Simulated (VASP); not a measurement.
Crystal: HfSiO4.

```xyz
12
Lattice="-3.2947 3.2643 3.0026 3.3398 -3.2808 3.0705 3.3310 3.3171 -3.0208" Properties=species:S:1:pos:R:3 pbc="T T T"
Hf    6.5999    0.0705    0.0758
Hf    0.0231    3.2085    1.5050
Si    0.0744    0.0160    3.0696
Si    3.3902    0.0437    1.4784
O     3.2779    2.1898   -1.1540
O     0.0014    1.2400    1.8807
O     3.3506   -1.2171    2.6290
O     3.3607    1.2621    2.6649
O     1.2948    0.0242    4.0623
O     2.1471    3.2657    1.2144
O     2.0610    0.0188    0.3493
O     4.5430   -0.0106    0.4464
```

The cell was built by a generator and needn't be a form met in nature.

| Quantity | Value |
| --- | --- |
| Program | VASP 6.6.1 |
| Task | relaxation of cell and atoms |
| Functional | PBE |
| Potentials or basis | VASP PAW PBE potentials, release 64 (Hf_pv, Si, O) |
| Cutoff | 520 eV |
| k mesh | 4 × 4 × 4 |
| Occupations | gaussian, width 0.05 eV |
| Spin | no spin polarisation |

At the start: pressure -1.4 GPa; volume 11.11 Å³/atom.

Question: How do energy, volume and symmetry change on relaxing?

Answer: Over 28 steps the energy falls by 72.6 meV/atom and the volume is 10.97 Å³/atom (-1.3 %); space group I4_1/amd (No. 141, to 0.05 Å).

Step by step:
```tsv
step	energy change (eV)	largest force (eV/Å)	pressure (GPa)	volume (Å³)
1	0.0000	5.1788	-1.37	133.30
2	0.8229	7.7607	7.29	131.45
3	-0.6147	1.5411	-1.11	132.60
4	-0.5610	3.6036	3.41	130.97
5	-0.7619	1.0520	0.47	131.83
6	-0.8298	0.9037	-0.32	131.96
7	-0.8316	0.7458	-0.22	131.94
8	-0.8508	0.6681	-0.28	131.77
9	-0.8522	0.4569	-0.27	131.80
10	-0.8617	0.4504	0.32	131.46
11	-0.8626	0.3165	0.20	131.54
12	-0.8667	0.2042	0.07	131.59
13	-0.8668	0.1676	0.09	131.58
14	-0.8688	0.1383	-0.14	131.69
15	-0.8688	0.1132	-0.12	131.68
16	-0.8698	0.0810	-0.04	131.62
17	-0.8698	0.0969	-0.02	131.61
18	-0.8701	0.0951	0.11	131.56
19	-0.8702	0.0653	0.08	131.57
20	-0.8706	0.0656	0.06	131.60
21	-0.8707	0.0785	0.04	131.62
22	-0.8709	0.0892	-0.06	131.67
23	-0.8709	0.0434	-0.03	131.66
24	-0.8710	0.0324	-0.03	131.66
25	-0.8710	0.0352	-0.02	131.66
26	-0.8711	0.0324	0.01	131.64
27	-0.8711	0.0316	0.01	131.64
28	-0.8712	0.0183	0.01	131.63
```

Final structure:
```yaml
crystal:
  lattice:
    - [-3.31146, 3.31106, 3.00504]
    - [3.30982, -3.30976, 3.00175]
    - [3.31059, 3.30914, -3.00376]
  atoms:
    - { symbol: Hf, position: [0.99887, 0.99635, 0.00063] }
    - { symbol: Hf, position: [0.74896, 0.24617, 0.50040] }
    - { symbol: Si, position: [0.49887, 0.49600, 0.00023] }
    - { symbol: Si, position: [0.24891, 0.74651, 0.50087] }
    - { symbol: O, position: [0.13259, 0.31493, 0.81596] }
    - { symbol: O, position: [0.50191, 0.31384, 0.18448] }
    - { symbol: O, position: [0.24604, 0.92800, 0.31588] }
    - { symbol: O, position: [0.61534, 0.92867, 0.68597] }
    - { symbol: O, position: [0.68091, 0.86244, 0.18552] }
    - { symbol: O, position: [0.68029, 0.49340, 0.81517] }
    - { symbol: O, position: [0.06783, 0.38005, 0.31652] }
    - { symbol: O, position: [0.06687, 0.74940, 0.68496] }
```
